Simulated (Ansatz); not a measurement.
# The perfect armchair graphene nanoribbon (N = 15, H edges), part 4 of 4

What gap, if any, does the armchair graphene nanoribbon (N = 15, H edges) have, and how does it change with the functional and under strain?

Ansatz 0.2.0; DFT PBE, plane waves, PAW; relaxation of a wire's period (the session's first sound run).

So far, band gap (eV): step 3 (the wire at its relaxed period, PBE) 0.492; step 5 (PBEsol PBE, k-mesh 1×1×14) 0.491; step 6 (r2SCAN PBE, cutoff 500 eV, k-mesh 1×1×14) 0.530; step 8 (relaxing the atoms, period over the relaxed period 1.03, k-mesh …, PBE) 0.812; step 9 (relaxing the atoms, period over the relaxed period 0.97, k-mesh …, PBE) 0.150.

## 10. A varied input

This step: DFT LDA, plane waves, PAW; bands of a perfect wire at the PBE geometry; changed: crystal.atoms[29].position = [0.56639698, 0.5, 0.33308278], scf.max_iter = 80 (Ansatz 0.2.0).

The input of the band run (LDA) is made doubtful on purpose.

Contents of input.yaml:

```yaml
crystal:
  lattice:
    - [26.07, 0.0, 0.0]
    - [0.0, 7.0, 0.0]
    - [0.0, 0.0, 4.2861917399]
  atoms:
    - { symbol: C, position: [0.170134017, 0.5, 0.006750715] }
    - { symbol: C, position: [0.263513217, 0.5, 0.999913448] }
    - { symbol: C, position: [0.358209922, 0.5, 0.999590986] }
    - { symbol: C, position: [0.452782149, 0.5, 0.000250557] }
    - { symbol: C, position: [0.547217851, 0.5, 0.000250557] }
    - { symbol: C, position: [0.641790078, 0.5, 0.999590986] }
    - { symbol: C, position: [0.736486783, 0.5, 0.999913448] }
    - { symbol: C, position: [0.829865983, 0.5, 0.006750715] }
    - { symbol: C, position: [0.170134017, 0.5, 0.326582618] }
    - { symbol: C, position: [0.263513217, 0.5, 0.333419885] }
    - { symbol: C, position: [0.358209922, 0.5, 0.333742348] }
    - { symbol: C, position: [0.452782149, 0.5, 0.333082777] }
    - { symbol: C, position: [0.547217851, 0.5, 0.333082777] }
    - { symbol: C, position: [0.641790078, 0.5, 0.333742348] }
    - { symbol: C, position: [0.736486783, 0.5, 0.333419885] }
    - { symbol: C, position: [0.829865983, 0.5, 0.326582618] }
    - { symbol: H, position: [0.133401528, 0.5, 0.446742977] }
    - { symbol: H, position: [0.866598472, 0.5, 0.446742977] }
    - { symbol: C, position: [0.216323142, 0.5, 0.498749719] }
    - { symbol: C, position: [0.311019191, 0.5, 0.500603936] }
    - { symbol: C, position: [0.405409118, 0.5, 0.500139903] }
    - { symbol: C, position: [0.5, 0.5, 0.499722309] }
    - { symbol: C, position: [0.594590882, 0.5, 0.500139903] }
    - { symbol: C, position: [0.688980809, 0.5, 0.500603936] }
    - { symbol: C, position: [0.783676858, 0.5, 0.498749719] }
    - { symbol: C, position: [0.216323142, 0.5, 0.834583614] }
    - { symbol: C, position: [0.311019191, 0.5, 0.832729397] }
    - { symbol: C, position: [0.405409118, 0.5, 0.83319343] }
    - { symbol: C, position: [0.5, 0.5, 0.833611024] }
    - { symbol: C, position: [0.56639698, 0.5, 0.33308278] }
    - { symbol: C, position: [0.688980809, 0.5, 0.832729397] }
    - { symbol: C, position: [0.783676858, 0.5, 0.834583614] }
    - { symbol: H, position: [0.133401528, 0.5, 0.886590356] }
    - { symbol: H, position: [0.866598472, 0.5, 0.886590356] }
kpoints:
  mp_grid: { grid: [1, 1, 14] }
  band_path: { path: ["Γ", Z], npoints: 50 }
scf:
  occupations: { method: fermi_dirac, width: 0.05 }
  max_iter: 80
hamiltonian:
  xc: lda
```

Started as:

```console
ansatz run input.yaml --threads 4 --pin off --max-ram 16384MiB --backend cpu --events-out ev --progress --plain --runs-dir out
```

Numbers of over 12 decimals in the logs are rounded to 6 here.

Log:

```text
[...]
Crystal: 34 atoms, lattice volume = 782.187 Å³
Basis set: ecut = 420 eV, 15323 PW (Γ)
Bands: 96, of which v1, the nominal top of the filled ones, is band 62 counted from 1 (61 counted from 0)
Symmetry: 2 space group operations
[...]
k-points: 8 of 14 (time reversal used)
[...]
SCF iter   1: F=—  HF=-12818.361990 eV  |F-HF|=—  |Δ(HF+E_count)|=         —  Δρ=1.43e0  dr2=2.93e4  ethr=1.77e-3  ⟨swp⟩=37.0  Hψ=16553  notcnv=0  defer=171
[...]
SCF iter  31: F=-7194.420065 eV  HF=-7194.420065 eV  |F-HF|=3.77e-8  |Δ(HF+E_count)|=   2.11e-8  Δρ=2.25e-6  dr2=6.72e-8  ethr=8.06e-11  ⟨swp⟩=28.4  Hψ=6508  notcnv=0
SCF 1 converged in 31 iterations: F = -7194.420065 eV  dr2 = 6.72e-8
[...]
SCF converged after 31 iterations
Free energy (F): -7194.420065 eV
[...]
Internal energy: -7194.319228 eV  (E = F + TS)
E sigma→0 (E₀):  -7194.369647 eV
Entropy (-TS):   -0.100837 eV (-2.966 meV/atom)
Fermi energy:    -0.338048 eV
[...]
--- Band table (eV; the first three rows and the last of 8) ---
  k-point 0: bands = [... 58 lower, -1.5890, -1.3397, -0.6296, -0.3073, -0.3067, 0.0330, 0.1003, 0.4443, ... 30 higher]
  k-point 1: bands = [... 58 lower, -1.6982, -1.5033, -0.8961, -0.3514, -0.2981, 0.0670, 0.2594, 0.6856, ... 30 higher]
  k-point 2: bands = [... 58 lower, -1.9739, -1.8612, -1.2872, -0.3952, -0.2752, -0.0221, 0.6814, 1.0920, ... 30 higher]
  k-point 7: bands = [... 58 lower, -3.0529, -3.0091, -2.1732, -0.6361, -0.2564, -0.0125, 1.4562, 1.8521, ... 30 higher]
```

It took 5.7 min on 4 threads of Arm Neoverse V1, shared host; peak memory 3 GiB.

Residual by cycle:

cycle, log10 residual and a bar from the least value:
```
        1        4.5 #############################
        4        4.8 ##############################
        6        4.6 ##############################
        9        2.3 ########################
       12        1.3 #####################
       15       -0.3 #################
       17       -1.0 ################
       20       -2.4 ############
       23       -3.4 ##########
       26       -4.6 #######
       28       -6.0 ###
       31       -7.2
```

The run finished. A setting was moved off its sound value on purpose, so it serves as a test and not as the result.

The fault put into the input: atoms that overlap (crystal.atoms[29].position = [0.56639698, 0.5, 0.33308278]).

## 11. A varied input

This step: DFT LDA, plane waves, PAW; bands of a perfect wire at the PBE geometry; changed: basis.ecutrho_ratio = 2, scf.max_iter = 50 (Ansatz 0.2.0).

The input of the band run (LDA) is made doubtful on purpose.

Changes to input.yaml since step 10:

```diff
@@ -35,3 +35,3 @@
     - { symbol: C, position: [0.5, 0.5, 0.833611024] }
-    - { symbol: C, position: [0.56639698, 0.5, 0.33308278] }
+    - { symbol: C, position: [0.594590882, 0.5, 0.83319343] }
     - { symbol: C, position: [0.688980809, 0.5, 0.832729397] }
@@ -45,4 +45,6 @@
   occupations: { method: fermi_dirac, width: 0.05 }
-  max_iter: 80
+  max_iter: 50
 hamiltonian:
   xc: lda
+basis:
+  ecutrho_ratio: 2
```

Log:

```text
Warning: basis.ecutrho_ratio = 2 (ecutrho = 840 eV) is below the records' recommended 1680 eV
settings of this run that can trade accuracy for cost: basis.ecutrho_ratio < 4. Do not mix this run's numbers with those of runs without the same settings; the input reference describes each key
[...]
Crystal: 34 atoms, lattice volume = 782.187 Å³
Basis set: ecut = 420 eV, 15323 PW (Γ)
Bands: 96, of which v1, the nominal top of the filled ones, is band 62 counted from 1 (61 counted from 0)
Symmetry: 8 space group operations
[...]
k-points: 8 of 14
[...]
SCF iter   1: F=—  HF=-7350.266330 eV  |F-HF|=—  |Δ(HF+E_count)|=         —  Δρ=4.67e-3  dr2=2.08e-1  ethr=1.77e-3  ⟨swp⟩=10.6  Hψ=4696  notcnv=0  defer=140
[...]
SCF iter   9: F=-7350.236216 eV  HF=-7350.236216 eV  |F-HF|=2.45e-8  |Δ(HF+E_count)|=   1.11e-7  Δρ=1.85e-6  dr2=4.47e-8  ethr=8.06e-11  ⟨swp⟩=25.9  Hψ=5695  notcnv=0
SCF 1 converged in 9 iterations: F = -7350.236216 eV  dr2 = 4.47e-8
[...]
SCF converged after 9 iterations
Free energy (F): -7350.236216 eV
[...]
Internal energy: -7350.235576 eV  (E = F + TS)
E sigma→0 (E₀):  -7350.235896 eV
Entropy (-TS):   -0.000639 eV (-0.019 meV/atom)
Fermi energy:    -0.409636 eV
[...]
--- Band table (eV; the first three rows and the last of 8) ---
  k-point 0: bands = [... 58 lower, -1.9859, -1.4000, -1.0951, -0.6532, -0.1661, 0.2869, 0.5096, 0.9312, ... 30 higher]
  k-point 1: bands = [... 58 lower, -2.1260, -1.6555, -1.2282, -1.0790, 0.2515, 0.3952, 0.7751, 1.1712, ... 30 higher]
  k-point 2: bands = [... 58 lower, -2.1962, -2.1722, -1.6767, -1.5497, 0.6480, 0.8281, 1.2442, 1.3461, ... 30 higher]
  k-point 7: bands = [... 58 lower, -3.6212, -3.1289, -2.9970, -2.7807, 1.3002, 1.6091, 1.7228, 2.4834, ... 30 higher]
[...]
```

The job ended after 2.3 min (4 threads; peak memory 3 GiB).

Residual by cycle:

cycle, log10 residual and a bar from the least value:
```
        1       -0.7 ##############################
        2       -1.0 #############################
        3       -1.4 ###########################
        4       -2.3 #######################
        5       -3.3 ##################
        6       -4.5 #############
        7       -5.5 ########
        8       -6.7 ###
        9       -7.3
```

The run finished. A setting was moved off its sound value on purpose, so it serves as a test and not as the result.

The fault put into the input: a density cutoff under four times the waves' (basis.ecutrho_ratio = 2).

## 12. What came out

| Quantity | Value |
| --- | --- |
| cell length, PBE | 4.286 Å |
| gap, PBE | 0.492 eV |
| gap, LDA | 0.487 eV |
| gap, PBEsol | 0.491 eV |
| gap, r2SCAN | 0.530 eV |
| gap, period scaled by 1.03 | 0.812 eV |
| gap, period scaled by 0.97 | 0.150 eV |

Under PBE the cell's length is 4.29 Å, and a gap of 0.49 eV makes it a semiconductor. At the relaxed period the wire is gapped under every functional, from 0.49 eV (LDA) to 0.53 eV (r2SCAN). Weak screening in one dimension makes quasiparticle gaps larger than the semilocal gaps, as a rule. Strain matters: under PBE the gap goes from 0.49 eV to 0.150 eV at 0.97 times the period and 0.812 eV at 1.03 times the period. Where the gap is under about 0.35 eV, the smearing of 0.05 eV partly fills the band edges in the SCF.

[Logs are printed without paths, hosts, clocks, repeated set-up lines and the standing remarks that a program may print on its own settings, such as how far it seeks lower states.]

[Hosts, paths, dates, database ids (printed as entryN), source tags and the programs' standing remarks are cut or masked in the printed files.]
